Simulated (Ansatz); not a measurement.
# AlP: the crystal squeezed far, part 2 of 2

How does AlP (zincblende type) answer strong compression? The runs shown use PAW. Its runs: cell relaxed at zero pressure (PAW); volume scaled by 1 (PAW); volume scaled by 0.94 (PAW); volume scaled by 0.88 (PAW); volume scaled by 0.8 (PAW); volume scaled by 0.72 (PAW); volume scaled by 0.64 (PAW); volume scaled by 0.55 (PAW and PAW (partial_waves polarizable)).

Ansatz 0.2.0; DFT PBE; a cell built from a prototype (zincblende type), not taken from measurement.

## 4. Volume scaled by 0.94, PAW

Input file input.yaml:

```yaml
crystal:
  lattice:
    - [0.0, 2.6972709166, 2.6972709166]
    - [2.6972709166, 0.0, 2.6972709166]
    - [2.6972709166, 2.6972709166, 0.0]
  atoms:
    - { symbol: Al, position: [0.0, 0.0, 0.0] }
    - { symbol: P, position: [0.25, 0.25, 0.25] }
kpoints:
  mp_grid: { grid: [14, 14, 14] }
scf:
  occupations: { method: fermi_dirac, width: 0.1 }
hamiltonian:
  xc: pbe
  pseudopotentials: { kind: paw }
output:
  forces: true
  stress: true
  eigenvalues: true
  populations: true
```

The run is started by

```
> ansatz run input.yaml --threads 1 --pin off --max-ram 2048MiB --backend cpu --events-out ev --progress --plain --runs-dir out
```

Log (excerpt; [...] marks lines left out):

```text
[...]
Pseudopotentials: kind: paw
Pseudopotential: Al, paw, valence charge 3, recommended cutoff 420 eV (normal)
Pseudopotential: P, paw, valence charge 5, recommended cutoff 420 eV (normal)
Functional definition: PBE
[...]
Crystal: 2 atoms, lattice volume = 39.247 Å³
Basis set: ecut = 420 eV, 749 PW (Γ), exchange–correlation on 54×54×54 points (8 copies of the dense FFT grid, shifted against one another)
[...]
        5.857297      -0.000000      -0.000000
       -0.000000       5.857297       0.000000
       -0.000000       0.000000       5.857297
  P = ⅓ Tr σ = 5.8573 GPa (58.573 kbar)
--- Band table (eV; the first three rows and the last of 104) ---
  k-point 0: bands = ["-6.3126", "5.3984", "5.3984", "5.3984", "9.0179", "10.0123", "10.0123", "10.0123"]
[...]
--- Löwdin populations: 2 sites ---
  site symbol       q [e]
     0     Al      2.5960
     1      P      5.3431
  spilling = 0.007616 (of n_electrons = 8.000000)
```

Wall time 2.5 s (1 thread of Intel Xeon 6975P-C (Granite Rapids), shared host); peak memory 0.41 GiB.

Result: pressure 5.86 GPa; gap on the k mesh 1.51 eV.

## 5. Volume scaled by 0.88, PAW

Changes to input.yaml since step 4:

```diff
@@ -2,5 +2,5 @@
   lattice:
-    - [0.0, 2.6972709166, 2.6972709166]
-    - [2.6972709166, 0.0, 2.6972709166]
-    - [2.6972709166, 2.6972709166, 0.0]
+    - [0.0, 2.6386159042, 2.6386159042]
+    - [2.6386159042, 0.0, 2.6386159042]
+    - [2.6386159042, 2.6386159042, 0.0]
   atoms:
```

The run is started by

```
> ansatz run input.yaml --threads 1 --pin off --max-ram 2048MiB --backend cpu --events-out ev --progress --plain --runs-dir out
```

Log (excerpt; [...] marks lines left out):

```text
[...]
[... 4 set-up lines as earlier in the session ...]
[...]
Crystal: 2 atoms, lattice volume = 36.742 Å³
Basis set: ecut = 420 eV, 725 PW (Γ), exchange–correlation on 50×50×50 points (8 copies of the dense FFT grid, shifted against one another)
[...]
       13.795349      -0.000000       0.000000
        0.000000      13.795349       0.000000
       -0.000000       0.000000      13.795349
  P = ⅓ Tr σ = 13.7953 GPa (137.953 kbar)
--- Band table (eV; the first three rows and the last of 104) ---
  k-point 0: bands = ["-6.0406", "6.0765", "6.0765", "6.0765", "10.2746", "10.7780", "10.7780", "10.7780"]
[...]
--- Löwdin populations: 2 sites ---
  site symbol       q [e]
     0     Al      2.5866
     1      P      5.3503
  spilling = 0.007890 (of n_electrons = 8.000000)
```

Wall time 2.3 s (1 thread of Intel Xeon 6975P-C (Granite Rapids), shared host); peak memory 0.39 GiB.

Result: pressure 13.80 GPa; gap on the k mesh 1.36 eV.

## 6. Volume scaled by 0.8, PAW

Changes to input.yaml since step 5:

```diff
@@ -2,5 +2,5 @@
   lattice:
-    - [0.0, 2.6386159042, 2.6386159042]
-    - [2.6386159042, 0.0, 2.6386159042]
-    - [2.6386159042, 2.6386159042, 0.0]
+    - [0.0, 2.5561045541, 2.5561045541]
+    - [2.5561045541, 0.0, 2.5561045541]
+    - [2.5561045541, 2.5561045541, 0.0]
   atoms:
@@ -20 +20,5 @@
   populations: true
+  write_density: true
+  write_potential: true
+  elf: true
+  volumetric_format: npy
```

The run is started by

```
> ansatz run input.yaml --threads 1 --pin off --max-ram 2048MiB --backend cpu --events-out ev --progress --plain --runs-dir out
```

Log:

```text
[... 9 set-up lines as earlier in the session ...]
Crystal: 2 atoms, lattice volume = 33.401 Å³
Basis set: ecut = 420 eV, 645 PW (Γ), exchange–correlation on 50×50×50 points (8 copies of the dense FFT grid, shifted against one another)
Bands: 8, of which v1, the nominal top of the filled ones, is band 4 counted from 1 (3 counted from 0)
[... 1 set-up line as earlier in the session ...]
Space group: F-43m (ITA 216), of the structure as read, at distance tolerance 3.2e-5 Å
k-points: 104 of 2744 (time reversal used)
[... 8 set-up lines as earlier in the session ...]
SCF iter   1: F=—  HF=-1293.814132 eV  |F-HF|=—  |Δ(HF+E_count)|=         —  Δρ=8.56e-4  dr2=1.66e-4  ethr=1.77e-3  ⟨swp⟩=6.1  Hψ=7678  notcnv=0
preconditioner: auto → none  [insulator: Δε(μ)=1.110 eV  Ē_g=10.934 eV  σ=0.100 eV  W_gap=0.99  n_scr=8 (ndim 8)  ℏωp=18.2 eV  f_vac=0.000  D(μ)=0.00/eV (n_scr^D=0)  ε∞_Penn≈3.8]
SCF iter   2: F=—  HF=-1293.814182 eV  |F-HF|=—  |Δ(HF+E_count)|=   4.99e-5  Δρ=4.12e-4  dr2=2.62e-5  ethr=2.07e-6  ⟨swp⟩=2.8  Hψ=2232  notcnv=0
SCF iter   3: F=—  HF=-1293.814156 eV  |F-HF|=—  |Δ(HF+E_count)|=   2.58e-5  Δρ=9.87e-5  dr2=3.04e-6  ethr=3.27e-7  ⟨swp⟩=2.0  Hψ=1248  notcnv=0
SCF iter   4: F=—  HF=-1293.814156 eV  |F-HF|=—  |Δ(HF+E_count)|=   7.42e-8  Δρ=2.89e-5  dr2=1.85e-7  ethr=3.80e-8  ⟨swp⟩=2.5  Hψ=1291  notcnv=0
iter 5 did not close the SCF: its close was put off for the readings that it lacked (scf_convergence_deferred on its scf_iter line)
SCF iter   5: F=-1293.814157 eV  HF=-1293.814157 eV  |F-HF|=8.68e-9  |Δ(HF+E_count)|=   1.81e-7  Δρ=9.38e-6  dr2=2.27e-8  ethr=2.31e-9  ⟨swp⟩=2.2  Hψ=1170  notcnv=0
SCF iter   6: F=-1293.814157 eV  HF=-1293.814157 eV  |F-HF|=4.17e-10  |Δ(HF+E_count)|=   2.85e-9  Δρ=1.21e-6  dr2=6.40e-10  ethr=2.84e-10  ⟨swp⟩=9.4  Hψ=7251  notcnv=0
SCF 1 converged in 6 iterations: F = -1293.814157 eV  dr2 = 6.40e-10
SCF converged after 6 iterations
Free energy (F): -1293.814157 eV
Harris-Foulkes:  -1293.814157 eV  (|F-HF|=4.17e-10)
Internal energy: -1293.814091 eV  (E = F + TS)
E sigma→0 (E₀):  -1293.814124 eV
Entropy (-TS):   -0.000065 eV (-0.033 meV/atom)
Fermi energy:    7.780228 eV
--- Per-component energies (eV) ---
  E_band       = 17.385007
  E_kinetic    = 101.031320
  E_local      = -67.614522  (includes V_loc(G=0)·N_el)
  E_nonlocal   = 46.998748
  E_hartree    = 21.408610
  E_xc         = -104.408839
  E_vxc        = -93.748451  (∫ρ·V_xc dr)
  E_paw        = -1037.804621  (= ΣΔE_a)
  E_vpaw       = -12.099372  (= ΣTr[D̂ρ^β])
  E_aug_tail   = -0.000000  (compensation charges beyond the density's cutoff)
  E_ewald      = -253.424788
  E_smearing   = -0.000065  (= −TS)
  E_closure    = 0.000000  (closes the sum)
  Σ components = -1293.814157   (vs F -1293.814157, Δ=0.00e0)
--- Forces (eV/Å), atoms counted from 1 ---
  atom   1  Al     0.00000000    -0.00000000    -0.00000000
  atom   2  P     -0.00000000     0.00000000     0.00000000
  max |Σ_I F_I| component: 9.25e-17 eV/Å
--- Stress (GPa, compression-positive) ---
       29.097800      -0.000000      -0.000000
       -0.000000      29.097800       0.000000
       -0.000000       0.000000      29.097800
  P = ⅓ Tr σ = 29.0978 GPa (290.978 kbar)
--- Band table (eV; the first three rows and the last of 104) ---
  k-point 0: bands = ["-5.6187", "7.1337", "7.1337", "7.1337", "11.9543", "11.9543", "11.9543", "12.1860"]
  k-point 1: bands = ["-5.5486", "6.6301", "7.0711", "7.0711", "11.8941", "12.0802", "12.0802", "12.6393"]
  k-point 2: bands = ["-5.3409", "5.5044", "6.9119", "6.9119", "11.6500", "12.3675", "12.3675", "13.7226"]
  k-point 103: bands = ["-2.4391", "1.6310", "3.2303", "3.6485", "11.1694", "12.7317", "14.4669", "14.6801"]
--- Löwdin populations: 2 sites ---
  site symbol       q [e]
     0     Al      2.5718
     1      P      5.3617
  spilling = 0.008317 (of n_electrons = 8.000000)
```

It took 2.3 s on 1 thread of Intel Xeon 6975P-C (Granite Rapids), shared host; peak memory 0.38 GiB.

In short: pressure 29.10 GPa; gap on the k mesh 1.11 eV.

The fields are shown in the conventional cell of this run's space group, carried over from its grid by interpolation.

Density in a lattice plane of the grid's cell (edges 5.11 and 5.11 Å, at 0.000 of the third edge), which holds Al.

Ten even steps from '0' (0.03 e/Å³) to '9' (0.28 e/Å³):
```
113577532100000123577531
336898643210001234689863
678999764321112346799987
678999876543334567899987
556788988765556788988765
334567899987678999876543
112346799987678999764321
001234689863336898643210
000123577531113577532100
000123566421112466532100
000123577531113577532100
001234689863336898643210
112346799987678999764321
334567899987678999876543
556788988765556788988765
678999876543334567899987
678999764321112346799987
336898643210001234689863
113577532100000123577531
112466532100000123566421
```
Columns run along the first of these edges and rows up along the second, over one cell in 24 and 20 even steps from the bottom left corner. Atoms in the plane (fractional): Al at (0.00, 0.00), Al at (0.50, 0.50).

ELF in the same plane.

Ten even steps from '0' (0.02) to '9' (0.75):
```
100255431100000113455200
003688653210001235688630
236999875321112357899963
457999987542224578999975
346789998764346789998764
224578999975457999987542
112357899963236999875321
001235688630003688653210
000113455200000255431100
000012343001100034321000
000113455200100255431100
001235688630003688653210
112357899963236999875321
224578999975457999987542
346789998764346789998764
457999987542224578999975
236999875321112357899963
003688653210001235688630
000255431100000113455200
100034321000000012343001
```
Columns run along the first of these edges and rows up along the second, over one cell in 24 and 20 even steps from the bottom left corner. Atoms in the plane (fractional): Al at (0.00, 0.00), Al at (0.50, 0.50).

Both are smooth fields of the valence electrons: close to the nuclei they are not physical.

Maxima of ELF outside the ion cores: 0.94 on the P–Al line, 1.0 Å from P.

## 7. Volume scaled by 0.72, PAW

Input file input.yaml:

```yaml
crystal:
  lattice:
    - [0.0, 2.4678918129, 2.4678918129]
    - [2.4678918129, 0.0, 2.4678918129]
    - [2.4678918129, 2.4678918129, 0.0]
  atoms:
    - { symbol: Al, position: [0.0, 0.0, 0.0] }
    - { symbol: P, position: [0.25, 0.25, 0.25] }
kpoints:
  mp_grid: { grid: [14, 14, 14] }
scf:
  occupations: { method: fermi_dirac, width: 0.1 }
hamiltonian:
  xc: pbe
  pseudopotentials: { kind: paw }
output:
  forces: true
  stress: true
  eigenvalues: true
  populations: true
```

The run is started by

```
> ansatz run input.yaml --threads 1 --pin off --max-ram 2048MiB --backend cpu --events-out ev --progress --plain --runs-dir out
```

Log (excerpt; [...] marks lines left out):

```text
[...]
[... 4 set-up lines as earlier in the session ...]
[...]
Crystal: 2 atoms, lattice volume = 30.061 Å³
Basis set: ecut = 420 eV, 609 PW (Γ), exchange–correlation on 48×48×48 points (8 copies of the dense FFT grid, shifted against one another)
[...]
       52.612084      -0.000000      -0.000000
       -0.000000      52.612084       0.000000
       -0.000000       0.000000      52.612084
  P = ⅓ Tr σ = 52.6121 GPa (526.121 kbar)
--- Band table (eV; the first three rows and the last of 104) ---
  k-point 0: bands = ["-5.1060", "8.4170", "8.4170", "8.4170", "13.3572", "13.3572", "13.3572", "14.4291"]
[...]
--- Löwdin populations: 2 sites ---
  site symbol       q [e]
     0     Al      2.5532
     1      P      5.3761
  spilling = 0.008838 (of n_electrons = 8.000000)
```

Wall time 2.1 s (1 thread of Intel Xeon 6975P-C (Granite Rapids), shared host); peak memory 0.37 GiB.

Result: pressure 52.61 GPa; gap on the k mesh 0.80 eV.

## 8. Volume scaled by 0.64, PAW

Changes to input.yaml since step 7:

```diff
@@ -2,5 +2,5 @@
   lattice:
-    - [0.0, 2.4678918129, 2.4678918129]
-    - [2.4678918129, 0.0, 2.4678918129]
-    - [2.4678918129, 2.4678918129, 0.0]
+    - [0.0, 2.3728772712, 2.3728772712]
+    - [2.3728772712, 0.0, 2.3728772712]
+    - [2.3728772712, 2.3728772712, 0.0]
   atoms:
```

The run is started by

```
> ansatz run input.yaml --threads 1 --pin off --max-ram 2048MiB --backend cpu --events-out ev --progress --plain --runs-dir out
```

Log (excerpt; [...] marks lines left out):

```text
[...]
[... 4 set-up lines as earlier in the session ...]
[...]
Crystal: 2 atoms, lattice volume = 26.721 Å³
Basis set: ecut = 420 eV, 531 PW (Γ), exchange–correlation on 48×48×48 points (8 copies of the dense FFT grid, shifted against one another)
[...]
       89.463596      -0.000000      -0.000000
       -0.000000      89.463596       0.000000
       -0.000000       0.000000      89.463596
  P = ⅓ Tr σ = 89.4636 GPa (894.636 kbar)
--- Band table (eV; the first three rows and the last of 104) ---
  k-point 0: bands = ["-4.4650", "10.0066", "10.0066", "10.0066", "15.0663", "15.0663", "15.0663", "17.1032"]
[...]
--- Löwdin populations: 2 sites ---
  site symbol       q [e]
     0     Al      2.5293
     1      P      5.3943
  spilling = 0.009538 (of n_electrons = 8.000000)
```

Wall time 1.9 s (1 thread of Intel Xeon 6975P-C (Granite Rapids), shared host); peak memory 0.36 GiB.

This run gives: pressure 89.46 GPa; gap on the k mesh 0.39 eV.

## 9. Volume scaled by 0.55, PAW

Input file input.yaml:

```yaml
crystal:
  lattice:
    - [0.0, 2.2559848643, 2.2559848643]
    - [2.2559848643, 0.0, 2.2559848643]
    - [2.2559848643, 2.2559848643, 0.0]
  atoms:
    - { symbol: Al, position: [0.0, 0.0, 0.0] }
    - { symbol: P, position: [0.25, 0.25, 0.25] }
kpoints:
  mp_grid: { grid: [14, 14, 14] }
  band_path:
    path:
      - [0.0, 0.0, 0.0]
      - [-0.5, -0.5, 0.0]
      - [-0.375, -0.375, 0.25]
      - [-0.375, 0.0, 0.375]
      - [0.0, 0.0, 0.0]
      - [0.0, 0.0, 0.5]
      - [-0.5, -0.25, 0.25]
      - [-0.5, -0.5, 0.0]
    npoints: 8
scf:
  occupations: { method: fermi_dirac, width: 0.1 }
hamiltonian:
  xc: pbe
  pseudopotentials: { kind: paw }
output:
  forces: true
  stress: true
  eigenvalues: true
  populations: true
  dos: { projected: true, de: 0.2, e_range: [-14, 8] }
```

The run is started by

```
> ansatz run input.yaml --threads 1 --pin off --max-ram 2048MiB --backend cpu --events-out ev --progress --plain --runs-dir out
```

Log (excerpt; [...] marks lines left out):

```text
[...]
[... 4 set-up lines as earlier in the session ...]
[...]
Crystal: 2 atoms, lattice volume = 22.964 Å³
Basis set: ecut = 420 eV, 459 PW (Γ), exchange–correlation on 48×48×48 points (8 copies of the dense FFT grid, shifted against one another)
[...]
      158.523898       0.000000      -0.000000
        0.000000     158.523898       0.000000
       -0.000000       0.000000     158.523898
  P = ⅓ Tr σ = 158.5239 GPa (1585.239 kbar)
--- Band table (eV; the first three rows and the last of 104) ---
  k-point 0: bands = ["-3.5157", "12.3124", "12.3124", "12.3124", "17.5067", "17.5067", "17.5067", "20.8248"]
[...]
--- Löwdin populations: 2 sites ---
  site symbol       q [e]
     0     Al      2.4950
     1      P      5.4176
  spilling = 0.010928 (of n_electrons = 8.000000)
```

Run time: 1.9 s. Hardware: 1 thread of Intel Xeon 6975P-C (Granite Rapids), shared host; peak memory 0.35 GiB.

In short: pressure 158.52 GPa; no gap.

At the corners of the path (eV, zero at the Fermi level):

| point | band 1 | band 2 | band 3 | band 4 | band 5 | band 6 | band 7 |
| --- | --- | --- | --- | --- | --- | --- | --- |
| Γ | -15.91 | -0.08 | -0.08 | -0.08 | 5.11 | 5.11 | 5.11 |
| X | -10.97 | -8.00 | -3.56 | -3.56 | -0.31 | 1.67 | 14.05 |
| U | -10.95 | -7.27 | -6.46 | -2.94 | 1.27 | 5.60 | 9.98 |
| K | -10.95 | -7.27 | -6.46 | -2.94 | 1.27 | 5.60 | 9.98 |
| Γ | -15.91 | -0.08 | -0.08 | -0.08 | 5.11 | 5.11 | 5.11 |
| L | -12.37 | -9.01 | -1.14 | -1.14 | 4.36 | 4.36 | 4.82 |
| W | -10.73 | -6.76 | -6.11 | -5.39 | 4.13 | 6.35 | 7.77 |
| X | -10.97 | -8.00 | -3.56 | -3.56 | -0.31 | 1.67 | 14.05 |

States per cell, counted by energy window (eV from the Fermi level, on a grid of 0.20 eV):

| from | to | total | P 3p | Al 3p | Al 3s | P 3s |
| --- | --- | --- | --- | --- | --- | --- |
| -10 | -9 | 0.00 | 0.00 | 0.00 | 0.00 | 0.00 |
| -9 | -8 | 0.18 | 0.11 | 0.04 | 0.02 | 0.00 |
| -8 | -7 | 0.75 | 0.48 | 0.13 | 0.10 | 0.04 |
| -7 | -6 | 0.54 | 0.34 | 0.10 | 0.05 | 0.06 |
| -6 | -5 | 0.63 | 0.41 | 0.13 | 0.04 | 0.05 |
| -5 | -4 | 0.71 | 0.46 | 0.16 | 0.04 | 0.04 |
| -4 | -3 | 0.97 | 0.66 | 0.23 | 0.04 | 0.03 |
| -3 | -2 | 0.96 | 0.69 | 0.22 | 0.02 | 0.02 |
| -2 | -1 | 0.86 | 0.67 | 0.15 | 0.01 | 0.01 |
| -1 | 0 | 0.40 | 0.34 | 0.04 | 0.00 | 0.00 |
| 0 | 1 | 0.08 | 0.01 | 0.04 | 0.00 | 0.02 |
| 1 | 2 | 0.23 | 0.03 | 0.09 | 0.01 | 0.05 |
| 2 | 3 | 0.49 | 0.08 | 0.17 | 0.06 | 0.05 |
| 3 | 4 | 0.92 | 0.18 | 0.34 | 0.09 | 0.04 |
| 4 | 5 | 0.69 | 0.08 | 0.26 | 0.08 | 0.02 |

## 10. Volume scaled by 0.55, PAW (partial_waves polarizable)

Input file input.yaml:

```yaml
crystal:
  lattice:
    - [0.0, 2.2559848643, 2.2559848643]
    - [2.2559848643, 0.0, 2.2559848643]
    - [2.2559848643, 2.2559848643, 0.0]
  atoms:
    - { symbol: Al, position: [0.0, 0.0, 0.0] }
    - { symbol: P, position: [0.25, 0.25, 0.25] }
kpoints:
  mp_grid: { grid: [14, 14, 14] }
scf:
  occupations: { method: fermi_dirac, width: 0.1 }
hamiltonian:
  xc: pbe
  pseudopotentials: { kind: paw, partial_waves: polarizable }
output:
  forces: true
  stress: true
  eigenvalues: true
  write_density: true
  write_potential: true
  elf: true
  volumetric_format: npy
```

The run is started by

```
> ansatz run input.yaml --threads 1 --pin off --max-ram 2048MiB --backend cpu --events-out ev --progress --plain --runs-dir out
```

Log (excerpt; [...] marks lines left out):

```text
[...]
[... 4 set-up lines as earlier in the session ...]
[...]
Crystal: 2 atoms, lattice volume = 22.964 Å³
Basis set: ecut = 420 eV, 459 PW (Γ), exchange–correlation on 48×48×48 points (8 copies of the dense FFT grid, shifted against one another)
[...]
  atom   1  Al     0.00000000    -0.00000000     0.00000000
  atom   2  P      0.00000000    -0.00000000    -0.00000000
[...]
--- Stress (GPa, compression-positive) ---
      158.526110      -0.000000      -0.000000
       -0.000000     158.526110       0.000000
        0.000000       0.000000     158.526110
  P = ⅓ Tr σ = 158.5261 GPa (1585.261 kbar)
--- Band table (eV; the first three rows and the last of 104) ---
  k-point 0: bands = ["-3.5156", "12.3124", "12.3124", "12.3124", "17.5067", "17.5067", "17.5067", "20.8248"]
[...]
```

It took 2.1 s on 1 thread of Intel Xeon 6975P-C (Granite Rapids), shared host; peak memory 0.38 GiB.

In short: pressure 158.53 GPa; no gap.

The fields are shown in the conventional cell of this run's space group, carried over from its grid by interpolation.

Density in a lattice plane of the grid's cell (edges 4.51 and 4.51 Å, at 0.000 of the third edge), which holds Al.

Values in e/Å³, 12 rows by 12 columns:
```
0.10 0.17 0.33 0.31 0.20 0.12 0.10 0.12 0.20 0.31 0.33 0.17
0.25 0.33 0.42 0.39 0.29 0.20 0.17 0.20 0.29 0.39 0.42 0.33
0.27 0.31 0.39 0.42 0.39 0.31 0.27 0.31 0.39 0.42 0.39 0.31
0.17 0.20 0.29 0.39 0.42 0.33 0.25 0.33 0.42 0.39 0.29 0.20
0.10 0.12 0.20 0.31 0.33 0.17 0.10 0.17 0.33 0.31 0.20 0.12
0.07 0.10 0.17 0.27 0.25 0.10 0.08 0.10 0.25 0.27 0.17 0.10
0.10 0.12 0.20 0.31 0.33 0.17 0.10 0.17 0.33 0.31 0.20 0.12
0.17 0.20 0.29 0.39 0.42 0.33 0.25 0.33 0.42 0.39 0.29 0.20
0.27 0.31 0.39 0.42 0.39 0.31 0.27 0.31 0.39 0.42 0.39 0.31
0.25 0.33 0.42 0.39 0.29 0.20 0.17 0.20 0.29 0.39 0.42 0.33
0.10 0.17 0.33 0.31 0.20 0.12 0.10 0.12 0.20 0.31 0.33 0.17
0.08 0.10 0.25 0.27 0.17 0.10 0.07 0.10 0.17 0.27 0.25 0.10
```
Columns run along the first of these edges and rows up along the second, over one cell in 12 and 12 even steps from the bottom left corner. Atoms in the plane (fractional): Al at (0.00, 0.00), Al at (0.50, 0.50).

ELF in the same plane.

Ten even steps from ' ' (0.01) to '@' (0.78):
```
      ..--++++==::..          ..::==++++--..    
    ..==######**==--....  ....--==**######==..  
..::++%%@@@@@@##**==--::..::--==**##@@@@@@%%++::
--==##@@@@@@@@@@%%**++------++**%%@@@@@@@@@@##==
--==**%%@@@@@@@@@@%%**==--==**%%@@@@@@@@@@%%**==
----++**%%@@@@@@@@@@##==--==##@@@@@@@@@@%%**++--
..::--==**##@@@@@@%%++::..::++%%@@@@@@##**==--::
  ....--==**######==..      ..==######**==--....
      ..::==++++--..          ..--++++==::..    
      ..::------::              ::------::..    
      ..::==++++--..          ..--++++==::..    
  ....--==**######==..      ..==######**==--....
..::--==**##@@@@@@%%++::..::++%%@@@@@@##**==--::
----++**%%@@@@@@@@@@##==--==##@@@@@@@@@@%%**++--
--==**%%@@@@@@@@@@%%**==--==**%%@@@@@@@@@@%%**==
--==##@@@@@@@@@@%%**++------++**%%@@@@@@@@@@##==
..::++%%@@@@@@##**==--::..::--==**##@@@@@@%%++::
    ..==######**==--....  ....--==**######==..  
      ..--++++==::..          ..::==++++--..    
        ::------::..          ..::------::      
```
Columns run along the first of these edges and rows up along the second, over one cell in 24 and 20 even steps from the bottom left corner. Atoms in the plane (fractional): Al at (0.00, 0.00), Al at (0.50, 0.50).

Both are smooth fields of the valence electrons: close to the nuclei they are not physical.

Maxima of ELF outside the ion cores: 0.92 on the P–Al line, 0.9 Å from P.

## 11. Side by side

| method | volume over the first | volume (Å³/atom) | pressure (GPa) | gap on the k mesh (eV) | SCF cycles, all passes |
| --- | --- | --- | --- | --- | --- |
| PAW | 1 | 20.876 | 0.03 | 1.63 | 6 |
| PAW | 0.94 | 19.623 | 5.86 | 1.51 | 6 |
| PAW | 0.88 | 18.371 | 13.80 | 1.36 | 6 |
| PAW | 0.8 | 16.701 | 29.10 | 1.11 | 6 |
| PAW | 0.72 | 15.031 | 52.61 | 0.80 | 6 |
| PAW | 0.64 | 13.361 | 89.46 | 0.39 | 6 |
| PAW | 0.55 | 11.482 | 158.52 | none | 6 |
| PAW (partial_waves polarizable) | 0.55 | 11.482 | 158.53 | none | 6 |

## 12. Summary of results

This closing draws on all 2 parts.

| quantity | value |
| --- | --- |
| PAW pressure at 0.55 of the volume | 158.5 GPa |
| PAW (partial_waves polarizable) pressure at 0.55 of the volume | 158.5 GPa |
| fitted bulk modulus at zero pressure (PAW) | 86 GPa |
| its pressure derivative | 3.81 |

By PAW the pressure climbs to 159 GPa at 0.55 of the first volume. One third-order Birch-Murnaghan curve follows these points (B₀ = 86 GPa, B′ = 3.81, misfit at most 0.31 GPa). A fit over so wide a range leans to the high pressures, so B₀ can be off by several per cent. The gap goes from 1.63 to none: pressure closes it at this level, in a cell held to this structure, which the real crystal may leave first. No all-electron run checks these rows here, and frozen cores can fail under such compression. The ions are at rest, and the electrons smeared by 0.1 eV.
